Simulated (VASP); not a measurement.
Tl:

```
Tl
1.0
    -1.94100    1.94100    1.94100
     1.94100   -1.94100    1.94100
     1.94100    1.94100   -1.94100
Tl
1
Direct
  0.00000 0.00000 0.00000
```

This isn't the form of Tl at room conditions, which is hcp.

| Quantity | Value |
| --- | --- |
| Program | VASP 6.6.1 |
| Task | relaxation of cell and atoms |
| Functional | PBE |
| Potentials or basis | VASP PAW PBE potentials, release 64 (Tl_d) |
| Cutoff | 520 eV |
| k mesh | 16 × 16 × 16 |
| Occupations | gaussian, width 0.1 eV |
| Spin | no spin polarisation |

At the start: pressure 2.2 GPa; volume 29.25 Å³/atom.

Task: How do energy, volume and symmetry change on relaxing?

Result: Over 3 steps the energy falls by 13.0 meV/atom and the volume is 31.28 Å³/atom (+6.9 %); space group Im-3m (No. 229, to 0.05 Å).

Step by step:
```tsv
step	energy change (eV)	largest force (eV/Å)	pressure (GPa)	volume (Å³)
1	0.0000	0.0000	2.17	29.25
2	-0.0127	0.0000	0.28	30.96
3	-0.0130	0.0000	0.05	31.28
```

Final structure:
```
CELL_PARAMETERS angstrom
-1.98480 1.98480 1.98480
1.98480 -1.98480 1.98480
1.98480 1.98480 -1.98480
ATOMIC_POSITIONS crystal
Tl 0.00000 0.00000 0.00000
```
